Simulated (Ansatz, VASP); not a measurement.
## Rh: VASP beside Ansatz

The input INCAR:

```
SYSTEM = Rh
PREC = Accurate
ENCUT = 520
EDIFF = 1E-6
ISMEAR = 0
SIGMA = 0.1
LREAL = .FALSE.
LASPH = .TRUE.
NELM = 100
ALGO = Normal
ISIF = 2
LWAVE = .FALSE.
LCHARG = .FALSE.
GGA = PE
NBANDS = 14
```

Contents of KPOINTS:

```
Automatic mesh
0
G
  16 16 16
  0 0 0
```

The input POSCAR:

```
Rh
1.0
   -0.0189394380      1.8408525240      1.8247844265
    1.8438759885     -0.0380310000      1.8438759885
    1.8247844265      1.8408525240     -0.0189394380
Rh
1
Direct
    0.0000000000      0.0000000000      0.0000000000
```

Input for Ansatz:

```yaml
crystal:
  lattice:
    - [-0.018939438, 1.840852524, 1.8247844265]
    - [1.8438759885, -0.038031, 1.8438759885]
    - [1.8247844265, 1.840852524, -0.018939438]
  atoms:
    - { symbol: Rh, position: [0.0, 0.0, 0.0] }
basis:
  ecutwfc: 420
kpoints:
  mp_grid: { grid: [16, 16, 16] }
hamiltonian:
  xc: pbe
scf:
  occupations: { method: gaussian, width: 0.1 }
output:
  forces: true
  stress: true
  eigenvalues: true
  write_density: true
  write_potential: true
  elf: true
  volumetric_format: npy
```

Alike in both runs: task single point; functional PBE; k mesh 16 × 16 × 16; occupations gaussian, width 0.1 eV; no spin polarisation.

```csv
,VASP,Ansatz
version,VASP 6.6.1,Ansatz 0.2.0
potentials or method,"VASP PAW PBE potentials, release 64 (Rh_pv)","scalar-relativistic, plane waves, PAW"
plane-wave cutoff (eV),520,420
valence electrons in the cell,15,17
```

VASP gave:

```
gap on the k mesh at the Fermi level (eV)       : none
pressure (GPa)                                  : 35.9
largest component of the traceless stress (GPa) : 5.56
```

Task: Which values does Ansatz return?

Result: gap on the k mesh at the Fermi level (eV): none; pressure (GPa): 35.8; largest component of the traceless stress (GPa): 5.56.

A gap of «none» marks a metal or a gap that the smearing closes. The two sets of potentials don't hold the same shells in valence.

Caveats: so large a pressure means that the cell lies far from this level's equilibrium, or that cutoff or potentials fall short (VASP).
